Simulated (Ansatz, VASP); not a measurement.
Given: the input of a run of VASP 6.6.1 on KI. 

Contents of INCAR:

```
SYSTEM = KI
PREC = Accurate
ENCUT = 600
EDIFF = 1E-6
ISMEAR = -1
SIGMA = 0.05
LREAL = .FALSE.
LASPH = .TRUE.
NELM = 80
ALGO = Fast
ISIF = 3
LWAVE = .FALSE.
LCHARG = .FALSE.
IBRION = 2
NSW = 40
EDIFFG = -0.005
```

The input KPOINTS:

```
regular mesh
0
G
  7 7 7
  0 0 0
```

The input POSCAR:

```
KI
1.0
    0.0000000000      3.5327750000      3.5327750000
    3.5327750000      0.0000000000      3.5327750000
    3.5327750000      3.5327750000      0.0000000000
I K
1 1
Direct
    0.5000000000      0.5000000000      0.5000000000
    0.0000000000      0.0000000000      0.0000000000
```

Potentials or basis: VASP PAW LDA potentials, release 64 (I, K_sv).

The run is started by

```sh
$ cat potpaw_LDA.64/I/POTCAR potpaw_LDA.64/K_sv/POTCAR > POTCAR
$ mpirun -np 1 vasp_std > vasp.out
```

Question: What does the same run look like in Ansatz 0.2.0? Potentials or basis there: all-electron LAPW, scalar-relativistic.

Answer: As run (cutoffs and basis follow the program's own potentials, and thresholds, step limits or extra output files can differ):

input.yaml

```yaml
crystal:
  lattice:
    - [0.0, 3.532775, 3.532775]
    - [3.532775, 0.0, 3.532775]
    - [3.532775, 3.532775, 0.0]
  atoms:
    - { symbol: I, position: [0.5, 0.5, 0.5] }
    - { symbol: K, position: [0.0, 0.0, 0.0] }
kpoints:
  mp_grid: { grid: [7, 7, 7] }
scf:
  occupations: { method: fermi_dirac, width: 0.05 }
hamiltonian:
  xc: lda
  pseudopotentials: { kind: all_electron, lapw: { basis_error: 0.001 } }
output:
  forces: true
  stress: true
relax:
  f_tol: 0.02
  max_steps: 60
  cell: {}
```

Potentials or basis: all-electron LAPW, scalar-relativistic.

The run is started by

```sh
$ ansatz run input.yaml --threads 1 --pin off --max-ram 3072MiB --backend cpu --events-out ev --progress --plain --runs-dir out
```

Both were run:

|  | VASP | Ansatz |
| --- | --- | --- |
| Relaxed volume | 39.78 Å³/atom | 39.71 Å³/atom |
| Relaxed cell | a = 4.828 Å, b = 4.828 Å, c = 4.828 Å, α = 60.00°, β = 60.00°, γ = 60.00° | a = 4.825 Å, b = 4.825 Å, c = 4.825 Å, α = 60.00°, β = 60.00°, γ = 60.00° |
| Space group after relaxing | Fm-3m (No. 225) | Fm-3m (No. 225) |
| Pressure after relaxing | 0.0 GPa | 0.0 GPa |

Where Ansatz's input types no cutoff or centring, it takes its own default and a Γ-centred mesh.

The two programs' LDA may be different fits to the electron gas.

Pressure is positive in compression.
